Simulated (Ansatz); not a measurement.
**Phase order of Be along its cold isotherm**

All-electron LAPW in Ansatz 0.2.0 under PBE, scalar-relativistic, energies extrapolated to zero smearing. Each structure type was compressed from its own relaxed volume, symmetry kept and shape relaxed on PAW files, and E(V) was fitted to energies and pressures; H = E + pV has no temperature or zero-point term. Only these types were tried: omega (P6/mmm, 10×10×14 mesh, 8.07 Å³/atom at rest); bcc (Im-3m, 21×21×21 mesh, 7.82 Å³/atom at rest); hcp (P6_3/mmc, 19×19×11 mesh, 7.90 Å³/atom at rest); fcc (Fm-3m, 20×20×20 mesh, 7.87 Å³/atom at rest); simple hexagonal (P6/mmm, 20×20×18 mesh, 9.80 Å³/atom at rest); sc (Pm-3m, 20×20×20 mesh, 10.26 Å³/atom at rest); beta tin (I4_1/amd, 20×20×20 mesh, 9.39 Å³/atom at rest); diamond (Fd-3m, 15×15×15 mesh, 14.69 Å³/atom at rest). Spin polarisation is left out. Spin–orbit coupling is left out; Fermi–Dirac smearing is 0.05 to 0.1 eV. Enthalpies carry a few meV/atom of noise from meshes and fits.

**Question.** Which type is lowest at zero pressure, and what follows up to 150 GPa?

**Answer.** Among the types tried, hcp is lowest at zero pressure and stays so up to 150 GPa. Enthalpies against hcp:

| p (GPa) | omega (meV/atom) | bcc (meV/atom) | hcp (meV/atom) | fcc (meV/atom) | simple hexagonal (meV/atom) | sc (meV/atom) | beta tin (meV/atom) | diamond (meV/atom) |
| --- | --- | --- | --- | --- | --- | --- | --- | --- |
| 0 | 190 | 101 | 0 | 83 | 508 | 1008 | 727 | 1639 |
| 4.5 | 194 | 98 | 0 | 82 | 556 | 1069 | 767 | 1815 |
| 12 | 200 | 94 | 0 | 80 | 622 | 1158 | 822 | 2061 |
| 22 | 205 | 90 | 0 | 78 | 694 | 1259 | 883 | 2334 |
| 45 | 213 | 81 | 0 | 73 | 820 | 1443 | 990 | 2829 |
| 75 | 218 | 70 | 0 | 67 | 941 | 1627 | 1090 | 3324 |
| 110 | 221 | 60 | 0 | 61 | 1046 | 1795 | 1173 | 3785 |
| 140 | 223 | 52 | 0 | 57 | 1115 | 1912 | 1225 | 4119 |
